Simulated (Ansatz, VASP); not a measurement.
**Al2Au in VASP and in Ansatz**

INCAR

```
SYSTEM = Al2Au
PREC = Accurate
ENCUT = 600
EDIFF = 1E-6
ISMEAR = -1
SIGMA = 0.1
LREAL = .FALSE.
LASPH = .TRUE.
NELM = 80
ALGO = Normal
ISIF = 3
LWAVE = .FALSE.
LCHARG = .FALSE.
GGA = PS
IBRION = 2
NSW = 100
EDIFFG = -0.002
```

Contents of KPOINTS:

```
Automatic mesh
0
G
  12 12 12
  0 0 0
```

Contents of POSCAR:

```
Al2Au
1.0
    0.0000000000      3.0000000000      3.0000000000
    3.0000000000      0.0000000000      3.0000000000
    3.0000000000      3.0000000000      0.0000000000
Al Au
2 1
Direct
    0.2500000000      0.2500000000      0.2500000000
    0.7500000000      0.7500000000      0.7500000000
    0.0000000000      0.0000000000      0.0000000000
```

Input for Ansatz:

```yaml
crystal:
  lattice:
    - [0.0, 3.0, 3.0]
    - [3.0, 0.0, 3.0]
    - [3.0, 3.0, 0.0]
  atoms:
    - { symbol: Al, position: [0.25, 0.25, 0.25] }
    - { symbol: Al, position: [0.75, 0.75, 0.75] }
    - { symbol: Au, position: [0.0, 0.0, 0.0] }
kpoints:
  mp_grid: { grid: [12, 12, 12] }
scf:
  occupations: { method: fermi_dirac, width: 0.1 }
hamiltonian:
  xc: pbesol
  pseudopotentials: { kind: paw }
relax:
  f_tol: 0.002
  max_steps: 80
  cell: {}
output:
  forces: true
  stress: true
```

Alike in both runs: task relaxation of cell and atoms; functional PBEsol; k mesh 12 × 12 × 12; occupations fermi-dirac, width 0.1 eV; no spin polarisation.

```csv
,VASP,Ansatz
version,VASP 6.6.1,Ansatz 0.2.0
potentials or method,"VASP PAW PBE potentials, release 64 (Al, Au)","PAW with Ansatz's default frozen-core files, scalar-relativistic"
plane-wave cutoff (eV),600,420
valence electrons in the cell,17,25
```

Ansatz gave:

| Quantity | Value |
| --- | --- |
| relaxed volume (Å³/atom) | 18.03 |
| relaxed cell length with the largest relative difference (Å) | 4.245 |

Problem. Which values does VASP return?

Solution. Relaxed volume (Å³/atom): 18.01; relaxed cell length with the largest relative difference (Å): 4.243.

The two sets of potentials don't hold the same shells in valence.

Caveats: the PAW data sets were made with another functional, which shifts forces and pressure a little (VASP). Spin-orbit coupling is left out, which matters for the levels of Au.
